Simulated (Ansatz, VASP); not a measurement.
SiC in VASP and in Ansatz

INCAR

```
PREC = Accurate
ENCUT = 520
EDIFF = 1E-7
ISMEAR = 0
SIGMA = 0.02
LREAL = F
LASPH = T
NELM = 80
ALGO = Normal
ISIF = 2
LWAVE = F
LCHARG = T
GGA = PE
LELF = T
LVHAR = T
NBANDS = 16
```

Contents of KPOINTS:

```
Automatic mesh
0
Gamma
  12 12 6
```

The input POSCAR:

```
SiC
1.0
    3.1537752455      0.0000000000      0.0000000000
   -1.5768876227      2.7312494804      0.0000000000
    0.0000000000      0.0000000000      5.0560862986
Si C
2 2
Direct
    0.3333333333      0.6666666667      0.4984726701
    0.6666666667      0.3333333333      0.9984726701
    0.3333333333      0.6666666667      0.8765273299
    0.6666666667      0.3333333333      0.3765273299
```

Input for Ansatz:

```yaml
crystal:
  lattice:
    - [3.1537752455, 0.0, 0.0]
    - [-1.5768876227, 2.7312494804, 0.0]
    - [0.0, 0.0, 5.0560862986]
  atoms:
    - { symbol: Si, position: [0.3333333333, 0.6666666667, 0.4984726701] }
    - { symbol: Si, position: [0.6666666667, 0.3333333333, 0.9984726701] }
    - { symbol: C, position: [0.3333333333, 0.6666666667, 0.8765273299] }
    - { symbol: C, position: [0.6666666667, 0.3333333333, 0.3765273299] }
basis:
  ecutwfc: 420
kpoints:
  mp_grid: { grid: [12, 12, 6] }
  band_path: { path: [VBM, CBM], npoints: 2 }
hamiltonian:
  xc: pbe
scf:
  occupations: { method: gaussian, width: 0.02 }
output:
  forces: true
  stress: true
  eigenvalues: true
checkpoint:
  read: start.run
  write: ck
  compress: false
  write_wavefunctions: false
  write_every: 100000
```

Alike in both runs: task single point; functional PBE; k mesh 12 × 12 × 6; occupations gaussian, width 0.02 eV; no spin polarisation.

```csv
,VASP,Ansatz
version,VASP 6.6.1,Ansatz 0.2.0
potentials or method,"VASP PAW PBE potentials, release 64 (Si, C)","scalar-relativistic, plane waves, PAW"
plane-wave cutoff (eV),520,420
valence electrons in the cell,16,16
```

VASP gave:

```
gap on the k mesh at the Fermi level (eV)       : 2.44
least direct gap on the mesh (eV)               : 3.68
pressure (GPa)                                  : -7.2
largest component of the traceless stress (GPa) : 7.20
```

Q: What did Ansatz give for the same quantities?

A: gap on the k mesh at the Fermi level (eV): 2.45; least direct gap on the mesh (eV): 3.68; pressure (GPa): -7.2; largest component of the traceless stress (GPa): 7.16.

With one functional, cell and mesh, what is left measures potentials, basis and numerics.

A k mesh can miss the band edges.
